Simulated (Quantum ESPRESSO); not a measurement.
# Ge (I4_1/amd) in Quantum ESPRESSO: single point with PBE

Aim: the single point of Ge with PBE.

Everything below comes from runs of Quantum ESPRESSO 7.5. Logs are shortened: lines on timing, memory, paths and dates and some standing lists are left out, and cuts for length are marked.

## (1) The crystal as given

Symmetry: I4_1/amd, No. 141, tetragonal system. The conventional cell has a = 4.165 Å, b = 4.165 Å, c = 5.692 Å, α = 90.00°, β = 90.00°, γ = 90.00°. Around Ge (site symmetry -4m2) lie 4 Ge at 2.52 Å.

## (2) Single point, PBE

The input, pw.in:

```
&CONTROL
  calculation = 'scf'
  prefix = 'pwscf'
  outdir = './tmp'
  pseudo_dir = './pseudo'
  tprnfor = .true.
  tstress = .true.
  disk_io = 'nowf'
/
&SYSTEM
  ibrav = 0
  nat = 2
  ntyp = 1
  ecutwfc = 78
  nbnd = 21
  occupations = 'smearing'
  smearing = 'gaussian'
  degauss = 0.00073499
/
&ELECTRONS
  conv_thr = 4d-10
  electron_maxstep = 120
  mixing_beta = 0.5
/
ATOMIC_SPECIES
Ge    72.6300 Ge.upf
CELL_PARAMETERS angstrom
   0.0000000000    2.9452500000    2.8459200000
   2.9452500000    0.0000000000    2.8459200000
   2.9452500000    2.9452500000    0.0000000000
ATOMIC_POSITIONS crystal
Ge     0.0000000000    0.0000000000    0.0000000000
Ge     0.2500000000    0.2500000000    0.2500000000
K_POINTS automatic
10 10 10 0 0 0
```

Potentials or basis: PseudoDojo 0.4.1 SR PBE standard.

Launch:

```bash
$ OMP_NUM_THREADS=1 pw.x -in pw.in > pw.out
```

pw.out:

```text
This program is part of the open-source Quantum ESPRESSO suite
     for quantum simulation of materials; please cite
[... 9 lines left out ...]
     --------------------
     sticks:   dense  smooth     PW     G-vecs:    dense   smooth      PW
     Sum        1303    1303    379                30983    30983    4909

     Using Slab Decomposition

     bravais-lattice index     =            0
     lattice parameter (alat)  =       7.7395  a.u.
     unit-cell volume          =     333.1913 (a.u.)^3
     number of atoms/cell      =            2
     number of atomic types    =            1
     number of electrons       =        28.00
     number of Kohn-Sham states=           21
     kinetic-energy cutoff     =      78.0000  Ry
     charge density cutoff     =     312.0000  Ry
     scf convergence threshold =      4.0E-10
     mixing beta               =       0.5000
     number of iterations used =            8  plain     mixing
     Exchange-correlation= PBE
                           (   1   4   3   4   0   0   0)

     celldm(1)=   7.739521  celldm(2)=   0.000000  celldm(3)=   0.000000
     celldm(4)=   0.000000  celldm(5)=   0.000000  celldm(6)=   0.000000

     crystal axes: (cart. coord. in units of alat)
               a(1) = (   0.000000   0.719129   0.694876 )
               a(2) = (   0.719129   0.000000   0.694876 )
               a(3) = (   0.719129   0.719129   0.000000 )

     reciprocal axes: (cart. coord. in units 2 pi/alat)
               b(1) = ( -0.695285  0.695285  0.719553 )
               b(2) = (  0.695285 -0.695285  0.719553 )
               b(3) = (  0.695285  0.695285 -0.719553 )

     PseudoPot. # 1 for Ge read from file:
     Ge.upf
     Pseudo is Norm-conserving + core correction, Zval = 14.0
     Generated using ONCVPSP code by D. R. Hamann
     Using radial grid of 1560 points,  6 beta functions with:
                l(1) =   0
                l(2) =   0
                l(3) =   1
                l(4) =   1
                l(5) =   2
                l(6) =   2

     atomic species   valence    mass     pseudopotential
     Ge               14.00    72.63000     Ge( 1.00)

     16 Sym. Ops., with inversion, found ( 8 have fractional translation)

   Cartesian axes

     site n.     atom                  positions (alat units)
         1        Ge     tau(   1) = (   0.0000000   0.0000000   0.0000000  )
         2        Ge     tau(   2) = (   0.3595646   0.3595646   0.3474381  )

     number of k points=   102  Gaussian smearing, width (Ry)=  0.0007

     Number of k-points >= 100: set verbosity='high' to print them.

     Dense  grid:    30983 G-vectors     FFT dimensions: (  48,  48,  48)

     Initial potential from superposition of free atoms

     starting charge      27.9984, renormalised to      28.0000
     Starting wfcs are   18 randomized atomic wfcs +    3 random wfcs

     Self-consistent Calculation

     iteration #  1     ecut=    78.00 Ry     beta= 0.50
     Davidson diagonalization with overlap
     ethr =  1.00E-02,  avg # of iterations =  5.2

     Threshold (ethr) on eigenvalues was too large:
     Diagonalizing with lowered threshold

     Davidson diagonalization with overlap
     ethr =  1.04E-04,  avg # of iterations =  3.6

     total energy              =    -357.28413328 Ry
     estimated scf accuracy    <       0.02952305 Ry

     iteration #  2     ecut=    78.00 Ry     beta= 0.50
     Davidson diagonalization with overlap
     ethr =  1.05E-04,  avg # of iterations =  1.0

     total energy              =    -357.28391102 Ry
     estimated scf accuracy    <       0.00588495 Ry

     iteration #  3     ecut=    78.00 Ry     beta= 0.50
     Davidson diagonalization with overlap
     ethr =  2.10E-05,  avg # of iterations =  1.7

     total energy              =    -357.28419382 Ry
     estimated scf accuracy    <       0.00007544 Ry

     iteration #  4     ecut=    78.00 Ry     beta= 0.50
     Davidson diagonalization with overlap
     ethr =  2.69E-07,  avg # of iterations =  4.9

     total energy              =    -357.28420917 Ry
     estimated scf accuracy    <       0.00000686 Ry

     iteration #  5     ecut=    78.00 Ry     beta= 0.50
     Davidson diagonalization with overlap
     ethr =  2.45E-08,  avg # of iterations =  1.2

     total energy              =    -357.28420939 Ry
     estimated scf accuracy    <       0.00000063 Ry

     iteration #  6     ecut=    78.00 Ry     beta= 0.50
     Davidson diagonalization with overlap
     ethr =  2.24E-09,  avg # of iterations =  2.0

     total energy              =    -357.28420966 Ry
     estimated scf accuracy    <       0.00000018 Ry

     iteration #  7     ecut=    78.00 Ry     beta= 0.50
     Davidson diagonalization with overlap
     ethr =  6.33E-10,  avg # of iterations =  2.0

     total energy              =    -357.28420968 Ry
     estimated scf accuracy    <          4.4E-09 Ry

     iteration #  8     ecut=    78.00 Ry     beta= 0.50
     Davidson diagonalization with overlap
     ethr =  1.59E-11,  avg # of iterations =  2.1

     total energy              =    -357.28420969 Ry
     estimated scf accuracy    <          6.5E-10 Ry

     iteration #  9     ecut=    78.00 Ry     beta= 0.50
     Davidson diagonalization with overlap
     ethr =  2.32E-12,  avg # of iterations =  2.0

     End of self-consistent calculation

     Number of k-points >= 100: set verbosity='high' to print the bands.

     the Fermi energy is     8.2858 ev

!    total energy              =    -357.28420969 Ry
     estimated scf accuracy    <          4.5E-11 Ry
     smearing contrib. (-TS)   =      -0.00000222 Ry
     internal energy E=F+TS    =    -357.28420747 Ry

     The total energy is F=E-TS. E is the sum of the following terms:
     one-electron contribution =    -192.26598764 Ry
     hartree contribution      =     114.13013545 Ry
     xc contribution           =     -87.23273767 Ry
     ewald contribution        =    -191.91561761 Ry

     convergence has been achieved in   9 iterations

     Forces acting on atoms (cartesian axes, Ry/au):

     atom    1 type  1   force =     0.00000000    0.00000000    0.00000000
     atom    2 type  1   force =     0.00000000    0.00000000    0.00000000

     Total force =     0.000000     Total SCF correction =     0.000000

     Computing stress (Cartesian axis) and pressure

          total   stress  (Ry/bohr**3)                   (kbar)     P=      -17.28
  -0.00016589  -0.00000000   0.00000000          -24.40       -0.00        0.00
  -0.00000000  -0.00016589   0.00000000           -0.00      -24.40        0.00
   0.00000000   0.00000000  -0.00002060            0.00        0.00       -3.03

=------------------------------------------------------------------------------=
   JOB DONE.
=------------------------------------------------------------------------------=
```

Run time: 2.7 min. Hardware: 1 thread of Arm Neoverse V1, shared host; peak memory 0.18 GiB.

What came out:

* Free energy: -4861.0993 eV
* Pressure: -1.7 GPa
* Band gap on the k mesh: none (metal or under the smearing width)

Levels at points of the mesh, in eV from the Fermi level:
| k point | band 12 | band 13 | band 14 | band 15 | band 16 | band 17 |
| --- | --- | --- | --- | --- | --- | --- |
| (0.00, 0.00, 0.00) | -0.66 | 0.01 | 0.01 | 0.25 | 2.49 | 2.66 |
| (0.00, 0.00, -0.50) | -7.15 | -1.33 | -1.05 | 0.00 | 3.69 | 3.88 |
| (0.00, -0.50, -0.50) | -8.54 | -2.62 | -2.62 | 1.02 | 1.02 | 8.82 |
| (-0.50, -0.50, 0.00) | -8.40 | -2.84 | -2.84 | 0.77 | 0.77 | 8.92 |
